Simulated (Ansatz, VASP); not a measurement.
# One calculation of C, two programs

Contents of INCAR:

```
PREC = Accurate
ENCUT = 520
EDIFF = 1E-6
ISMEAR = 0
SIGMA = 0.1
LREAL = F
LASPH = T
NELM = 60
ALGO = Normal
ISIF = 2
LWAVE = F
LCHARG = F
GGA = PE
NBANDS = 13
```

File KPOINTS:

```
Automatic mesh
0
Gamma
  8 8 4
```

POSCAR

```
C
1.0
    1.1881884100     -1.7012909400      0.0000000000
    1.1881884100      1.7012909400      0.0000000000
    0.0000000000      0.0000000000      4.8843480900
C
3
Direct
    0.5000000000      0.5000000000      0.6905752200
    0.5000000000      0.5000000000      0.3094247800
    0.0000000000      0.0000000000      0.5000000000
```

Input for Ansatz:

```yaml
crystal:
  lattice:
    - [1.18818841, -1.70129094, 0.0]
    - [1.18818841, 1.70129094, 0.0]
    - [0.0, 0.0, 4.88434809]
  atoms:
    - { symbol: C, position: [0.5, 0.5, 0.69057522] }
    - { symbol: C, position: [0.5, 0.5, 0.30942478] }
    - { symbol: C, position: [0.0, 0.0, 0.5] }
basis:
  ecutwfc: 420
kpoints:
  mp_grid: { grid: [8, 8, 4] }
hamiltonian:
  xc: pbe
scf:
  occupations: { method: gaussian, width: 0.1 }
  lower_state_search: "off"
output:
  forces: true
  stress: true
  eigenvalues: true
```

Alike in both runs: task single point; functional PBE; k mesh 8 × 8 × 4; occupations gaussian, width 0.1 eV; no spin polarisation.

|  | VASP | Ansatz |
| --- | --- | --- |
| version | VASP 6.6.1 | Ansatz 0.2.0 |
| potentials or method | VASP PAW PBE potentials, release 64 (C) | scalar-relativistic, plane waves, PAW |
| plane-wave cutoff (eV) | 520 | 420 |
| valence electrons in the cell | 12 | 12 |

Ansatz gave:

- gap on the k mesh at the Fermi level (eV): none
- rms of the force components (eV/Å): 1.826

Question: What did VASP give for the same quantities?

Answer: gap on the k mesh at the Fermi level (eV): none; rms of the force components (eV/Å): 1.858.

Atom by atom the forces differ by 0.032 eV/Å (rms over components). A gap of «none» marks a metal or a gap that the smearing closes.

Caveats: the k mesh is coarse (spacing up to 0.40 Å⁻¹), so the values aren't converged; forces of over 1 eV/Å show positions far from the minimum, so gaps and moduli don't describe the material at rest.
